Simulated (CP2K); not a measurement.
Runs of CP2K 2026.2 on InP. The structure is cubic, space group F-43m (No. 216). The conventional cell has a = 5.861 Å, b = 5.861 Å, c = 5.861 Å, α = 90.00°, β = 90.00°, γ = 90.00°. Around In (site symmetry -43m) lie 4 P at 2.54 Å. P (site symmetry -43m) has 4 In at 2.54 Å as nearest neighbours. 

```tsv
task	level	smearing	EPS_DEFAULT	NGRIDS	hirshfeld SHAPE_FUNCTION	VORONOI_RADII	CUTOFF of the grids	gap on the mesh (eV)	pressure (GPa)
atomic charges	PW91	fermi-dirac 0.05 eV	1.0E-9	4	DENSITY	COVALENT	675 Ry	(a)	3.9
single point	RPBE	gaussian 0.05 eV	1.0E-10	4	-	-	450 Ry	0.78	5.2
atomic charges	HLE16	fermi-dirac 0.05 eV	1.0E-9	4	DENSITY	COVALENT	675 Ry	1.18	-5.6
atomic charges	revPBE	fermi-dirac 0.05 eV	1.0E-9	4	DENSITY	COVALENT	675 Ry	(b)	4.9
single point	PBEsol	gaussian 0.02 eV	1.0E-10	5	-	-	450 Ry	0.59	1.6
single point	PBEsol	gaussian 0.05 eV	1.0E-10	5	-	-	450 Ry	0.59	1.6
atomic charges	PBEsol	fermi-dirac 0.05 eV	1.0E-9	4	DENSITY	COVALENT	675 Ry	0.59	1.6
atomic charges	TPSS	fermi-dirac 0.05 eV	1.0E-9	4	DENSITY	COVALENT	675 Ry	0.73	(c)
```

Alike in all rows: potentials or basis POTENTIAL_UZH In GTH-PBE-q13, P GTH-PBE-q5; TZVP-MOLOPT-PBE-GTH basis; no spin polarisation; cell as given; k mesh 8 × 8 × 8.

Q: Fill in the values left out.

A: (a) 0.66; (b) 0.75; (c) 3.3.

Caveats: the potentials were made for another functional, which shifts forces and pressure; spin-orbit coupling is left out, which moves the levels of the heavy elements; the basis of atomic orbitals isn't converged, which shifts pressures, moduli and gaps; the potentials were made for a functional far from this one (some runs).

A k mesh can miss the band edges, and the runs leave out spin-orbit coupling on In.

Runs at the PBE level aren't shown here.
